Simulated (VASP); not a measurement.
# PbSe (Clausthalite) (Fm-3m) in VASP: notebook, part 2 of 2

VASP 6.6.1.

### 4 Single point, r2SCAN

This run uses another cell than the first one, of 31.25 Å³/atom, 1.039 times its volume.

POSCAR reads:

```
PbSe
1.0
    0.0000000000      3.1499685800      3.1499685800
    3.1499685800      0.0000000000      3.1499685800
    3.1499685800      3.1499685800      0.0000000000
Pb Se
1 1
Direct
    0.0000000000      0.0000000000      0.0000000000
    0.5000000000      0.5000000000      0.5000000000
```

INCAR.step1 reads:

```
SYSTEM = PbSe
  PREC = Accurate
  ENCUT = 520
  ISMEAR = -1
  SIGMA = 0.02
  LREAL = .FALSE.
  LASPH = .TRUE.
  NELM = 80
  NBANDS = 17
  GGA = PE
  ALGO = Normal
  EDIFF = 1E-4
  LWAVE = .TRUE.
  LCHARG = .FALSE.
```

INCAR.step2 reads:

```
SYSTEM = PbSe
  PREC = Accurate
  ENCUT = 520
  EDIFF = 1E-6
  ISMEAR = -1
  SIGMA = 0.02
  LREAL = .FALSE.
  LASPH = .TRUE.
  NELM = 80
  ALGO = Normal
  ISIF = 2
  LWAVE = .FALSE.
  LCHARG = .FALSE.
  METAGGA = R2SCAN
  LMIXTAU = .TRUE.
  NBANDS = 17
  ISTART = 1
```

KPOINTS reads:

```
Automatic mesh
0
G
  8 8 8
  0 0 0
```

The run is started by

```bash
> cat potpaw_PBE.64/Pb_d/POTCAR potpaw_PBE.64/Se/POTCAR > POTCAR
> cp INCAR.step1 INCAR
> mpirun -np 1 vasp_std > vasp.out
> cp INCAR.step2 INCAR
> mpirun -np 1 vasp_std > vasp.out
```

Run time: 97 s. Hardware: 1 thread of AMD EPYC 9R45 (Zen 5), shared host; peak memory 0.19 GiB.

Results (log left out):

| Quantity | Value |
| --- | --- |
| Free energy | -71.9092 eV |
| Pressure | -2.7 GPa |
| Band gap on the k mesh | 0.84 eV, direct |

Levels at points of the mesh, in eV from the valence-band top:
| k point | band 6 | band 7 | band 8 | band 9 | band 10 | band 11 | band 12 | band 13 | band 14 | band 15 |
| --- | --- | --- | --- | --- | --- | --- | --- | --- | --- | --- |
| (0.00, 0.00, 0.00) | -13.36 | -6.44 | -1.56 | -1.56 | -1.56 | 4.90 | 4.90 | 4.90 | 7.20 | 7.20 |
| (0.50, 0.00, 0.00) | -12.46 | -8.53 | -1.20 | -1.20 | 0.00 | 0.84 | 2.16 | 2.16 | 9.02 | 10.52 |
| (0.50, 0.50, 0.00) | -12.18 | -7.35 | -4.37 | -2.78 | -2.78 | 4.43 | 5.72 | 5.72 | 6.15 | 11.72 |

Caveat: the PAW data sets were made with another functional, which shifts forces and pressure a little; spin-orbit coupling is left out, which moves the levels of the heavy elements.

### 5 Relaxation of cell and atoms, PBE

This run uses another cell than the first one, of 28.67 Å³/atom, 0.953 times its volume.

INCAR reads:

```
PREC = Accurate
ENCUT = 600
EDIFF = 1E-6
ISMEAR = -1
SIGMA = 0.02
LREAL = False
LASPH = True
NELM = 80
ALGO = Normal
ISIF = 3
LWAVE = False
LCHARG = False
GGA = PE
IBRION = 2
NSW = 80
EDIFFG = -0.01
```

KPOINTS reads:

```
regular mesh
0
Gamma
  8 8 8
```

POSCAR reads:

```
PbSe
1.0
    0.0000000000      3.0606500000      3.0606500000
    3.0606500000      0.0000000000      3.0606500000
    3.0606500000      3.0606500000      0.0000000000
Pb Se
1 1
Direct
    0.0000000000      0.0000000000      0.0000000000
    0.5000000000      0.5000000000      0.5000000000
```

Potentials or basis: VASP PAW PBE potentials, release 64 (Pb_d, Se).

The run is started by

```bash
> cat potpaw_PBE.64/Pb_d/POTCAR potpaw_PBE.64/Se/POTCAR > POTCAR
> mpirun -np 1 vasp_std > vasp.out
```

OUTCAR:

```text
PREC = Accurate
   ENCUT = 600
   EDIFF = 1E-6
   ISMEAR = -1
   LREAL = False
   LASPH = True
   NELM = 80
   ISIF = 3
   GGA = PE
   IBRION = 2
   NSW = 80
   EDIFFG = -0.01

 ion  position               nearest neighbor table
   1  0.000  0.000  0.000-   2 3.06   2 3.06   2 3.06   2 3.06   2 3.06   2 3.06
   2  0.500  0.500  0.500-   1 3.06   1 3.06   1 3.06   1 3.06   1 3.06   1 3.06

  LATTYP: Found a face centered cubic cell.
 ALAT       =     6.1213000000

  Lattice vectors:

 A1 = (   0.0000000000,   3.0606500000,   3.0606500000)
 A2 = (   3.0606500000,   0.0000000000,   3.0606500000)
 A3 = (   3.0606500000,   3.0606500000,   0.0000000000)

Analysis of symmetry for initial positions (statically):
=====================================================================
 Subroutine PRICEL returns:
 Original cell was already a primitive cell.

 Routine SETGRP: Setting up the symmetry group for a
 face centered cubic supercell.

 Subroutine GETGRP returns: Found 48 space group operations
 (whereof 48 operations were pure point group operations)
 out of a pool of 48 trial point group operations.

The static configuration has the point symmetry O_h .

Analysis of symmetry for dynamics (positions and initial velocities):
=====================================================================
 Subroutine PRICEL returns:
 Original cell was already a primitive cell.

 Routine SETGRP: Setting up the symmetry group for a
 face centered cubic supercell.

 Subroutine GETGRP returns: Found 48 space group operations
 (whereof 48 operations were pure point group operations)
 out of a pool of 48 trial point group operations.

The dynamic configuration has the point symmetry O_h .

 Subroutine INISYM returns: Found 48 space group operations
 (whereof 48 operations are pure point group operations),
 and found     1 'primitive' translations

----------------------------------------------------------------------------------------

                                     Primitive cell

  volume of cell :      57.3418

  direct lattice vectors                    reciprocal lattice vectors
     0.000000000  3.060650000  3.060650000    -0.163363991  0.163363991  0.163363991
     3.060650000  0.000000000  3.060650000     0.163363991 -0.163363991  0.163363991
     3.060650000  3.060650000  0.000000000     0.163363991  0.163363991 -0.163363991

[... 101 lines left out ...]
   IMIX   =      4    mixing-type and parameters
     AMIX     =   0.40;   BMIX     =  1.00
     AMIX_MAG =   1.60;   BMIX_MAG =  1.00
  volume/ion in A,a.u.               =      28.67       193.48
  Fermi-wavevector in a.u.,A,eV,Ry     =   1.152377  2.177676 18.068159  1.327972
  Thomas-Fermi vector in A             =   2.289028
   LORBIT       =      0    0 simple, 1 ext, 2 COOP (PROOUT), +10 PAW based schemes
   GGA     = PE    functional components
   LHFCALC =     F    Hartree Fock is set to
   AEXX    =    0.0000 exact exchange contribution
   IVDW    =     0    specifies the selected vdW correction
   LEPSILON=     F    determine dielectric tensor
   LRPA    =     F    only Hartree local field effects (RPA)
 conjugate gradient relaxation of ions
 non-spin polarized calculation
  energy-cutoff  :      600.00
  volume of cell :       57.34
 maximum number of plane-waves:      1930
   NGX = 17   NGY = 17   NGZ = 17

--------------------------------------- Ionic step        1  -------------------------------------------

 number of electron      20.0000001 magnetization

 Free energy of the ion-electron system (eV)
  ---------------------------------------------------
  ext. energy  EPLUGINS =         0.00000000
  ---------------------------------------------------
  free energy    TOTEN  =        -8.17838934 eV

  energy without entropy =       -8.17838580  energy(sigma->0) =       -8.17838757

 E-fermi :   5.2153     XC(G=0):  -9.5302

 val. band max:        5.0695703826   @ k =   0.5000   0.0000   0.0000
 cond. band min:       5.3610697948   @ k =   0.5000   0.0000   0.0000
 fundamental gap:      0.2914994122
 Fermi energy:         5.2153201225

 k-point     1 :       0.0000    0.0000    0.0000
  band No.  band energies     occupation
      1     -11.7679      2.00000
      2     -11.7679      2.00000
      3     -11.7679      2.00000
      4     -11.7638      2.00000
      5     -11.7638      2.00000
      6      -8.5253      2.00000
      7      -1.2353      2.00000
      8       3.1903      2.00000
      9       3.1903      2.00000
     10       3.1903      2.00000
     11       9.7806      0.00000
     12       9.7806      0.00000
     13       9.7806      0.00000
     14      11.5848      0.00000
[... 462 lines left out ...]
--------------------------------------- Ionic step        3  -------------------------------------------

 number of electron      20.0000002 magnetization

 Free energy of the ion-electron system (eV)
  ---------------------------------------------------
  ext. energy  EPLUGINS =         0.00000000
  ---------------------------------------------------
  free energy    TOTEN  =        -8.19849489 eV

  energy without entropy =       -8.19849476  energy(sigma->0) =       -8.19849482

 E-fermi :   4.6870     XC(G=0):  -9.3153

 val. band max:        4.4680303459   @ k =   0.5000   0.0000   0.0000
 cond. band min:       4.9059559885   @ k =   0.5000   0.0000   0.0000
 fundamental gap:      0.4379256426
 Fermi energy:         4.6869943672

 k-point     1 :       0.0000    0.0000    0.0000
  band No.  band energies     occupation
      1     -12.2662      2.00000
      2     -12.2662      2.00000
      3     -12.2662      2.00000
      4     -12.2600      2.00000
      5     -12.2600      2.00000
      6      -8.7064      2.00000
      7      -1.8750      2.00000
      8       2.8324      2.00000
      9       2.8324      2.00000
     10       2.8324      2.00000
     11       9.1080      0.00000
     12       9.1080      0.00000
     13       9.1080      0.00000
     14      11.1176      0.00000
[... 420 lines left out ...]
  FREE ENERGIE OF THE ION-ELECTRON SYSTEM (eV)
  ---------------------------------------------------
  free  energy   TOTEN  =        -8.1984948888 eV

  energy  without entropy=       -8.1984947574  energy(sigma->0) =       -8.19849482

 reached required accuracy - stopping structural energy minimisation
```

OSZICAR:

```text
N       E                     dE             d eps       ncg     rms          rms(c)
DAV:   1     0.166164928409E+03    0.16616E+03   -0.10605E+04   812   0.163E+03
[... 24 lines left out ...]
DAV:   1    -0.824308488841E+01   -0.46688E-01   -0.14075E+00   980   0.211E+01    0.113E+00
DAV:   2    -0.820467699544E+01    0.38408E-01   -0.78356E-02   986   0.516E+00    0.414E-01
DAV:   3    -0.819839347176E+01    0.62835E-02   -0.28519E-02   986   0.289E+00    0.793E-02
DAV:   4    -0.819848239540E+01   -0.88924E-04   -0.65026E-04   812   0.265E-01    0.292E-02
DAV:   5    -0.819849267778E+01   -0.10282E-04   -0.75994E-05  1020   0.120E-01    0.155E-02
DAV:   6    -0.819849578250E+01   -0.31047E-05   -0.65119E-06   878   0.350E-02    0.219E-03
DAV:   7    -0.819849488879E+01    0.89371E-06   -0.46887E-07   448   0.849E-03
   3 F= -.81984949E+01 E0= -.81984948E+01  d E =-.201055E-01
```

Run time: 40 s. Hardware: 1 thread of AMD EPYC 9R45 (Zen 5), shared host; peak memory 0.2 GiB.

What came out:

```yaml
Free_energy: -8.1985 eV
Relaxed_volume: 30.05 Å³/atom
Relaxed_cell: a = 4.397 Å, b = 4.397 Å, c = 4.397 Å, α = 60.00°, β = 60.00°, γ = 60.00°
Space_group_after_relaxing_to_0.05_Å: Fm-3m (No. 225)
Energy_gained_by_relaxing: 10.1 meV/atom
Ionic_steps: 3
Pressure_after_relaxing: 0.0 GPa
Band_gap_on_the_k_mesh: 0.44 eV, direct
```

The path:
```
step  energy change (eV)  largest force (eV/Å)  pressure (GPa)  volume (Å³)
   1              0.0000                0.0000            2.44        57.34
   2             -0.0180                0.0000           -0.70        61.04
   3             -0.0201                0.0000            0.02        60.09
```

Final structure:
```
CELL_PARAMETERS angstrom
0.00000 3.10883 3.10883
3.10883 0.00000 3.10883
3.10883 3.10883 0.00000
ATOMIC_POSITIONS crystal
Pb 0.00000 0.00000 0.00000
Se 0.50000 0.50000 0.50000
```

Levels at points of the mesh, in eV from the valence-band top:
```csv
k point,band 8,band 9,band 10,band 11,band 12,band 13
"(0.00, 0.00, 0.00)",-1.64,-1.64,-1.64,4.64,4.64,4.64
"(0.50, 0.00, 0.00)",-1.26,-1.26,0.00,0.44,1.83,1.83
"(0.50, 0.50, 0.00)",-4.57,-2.91,-2.91,3.92,5.47,5.47
```

Caveat: spin-orbit coupling is left out, which moves the levels of the heavy elements.

### 6 Overview

```csv
task,level,cell,cutoff (eV),gap on the mesh (eV),pressure (GPa)
single point,r2SCAN,"a = 4.398 Å, angles 60.0°, 2 atoms",520,0.73,-1.0
single point,r2SCAN,"a = 4.427 Å, angles 60.0°, 2 atoms",520,0.79,-1.9
single point,r2SCAN,"a = 4.455 Å, angles 60.0°, 2 atoms",520,0.84,-2.7
relaxation of cell and atoms,PBE,"relaxed from a = 4.328 Å, angles 60.0°, 2 atoms",600,0.44,0.0
```

Alike in all rows: potentials or basis VASP PAW PBE potentials, release 64 (Pb_d, Se); no spin polarisation; k mesh 8 × 8 × 8; smearing fermi-dirac 0.02 eV.

Caveats: spin-orbit coupling is left out, which moves the levels of the heavy elements; the PAW data sets were made with another functional, which shifts forces and pressure a little (some runs).

Total energies depend on the potentials used, so only differences within one code and one set of settings carry meaning.

### 7 Against experiment

Step 2. Against the measured gap of PbSe, 0.28 eV (direct; 300 K; a printed reference work, monograph), the calculated 0.73 eV is off by +0.45 eV. 2 values of this kind are on record (0.15 to 0.28 eV); this one was drawn at random. Spin-orbit coupling on Pb, Se is left out. The value is that of r2SCAN on a finite k mesh, which can miss the band edges, without temperature or zero-point motion.

Step 3. A measured gap of PbSe is 0.28 eV (direct; 300 K; a printed reference work, monograph); the calculated 0.79 eV misses it by +0.51 eV. 2 values of this kind are on record (0.15 to 0.28 eV); this one was drawn at random. Spin-orbit coupling on Pb, Se is left out. The value is that of r2SCAN on a finite k mesh, which can miss the band edges, without temperature or zero-point motion.

Step 4. A measured gap of PbSe is 0.28 eV (direct; 300 K; a printed reference work, monograph); the calculated 0.84 eV misses it by +0.56 eV. 2 values of this kind are on record (0.15 to 0.28 eV); this one was drawn at random. Spin-orbit coupling on Pb, Se is left out. The value is that of r2SCAN on a finite k mesh, which can miss the band edges, without temperature or zero-point motion.
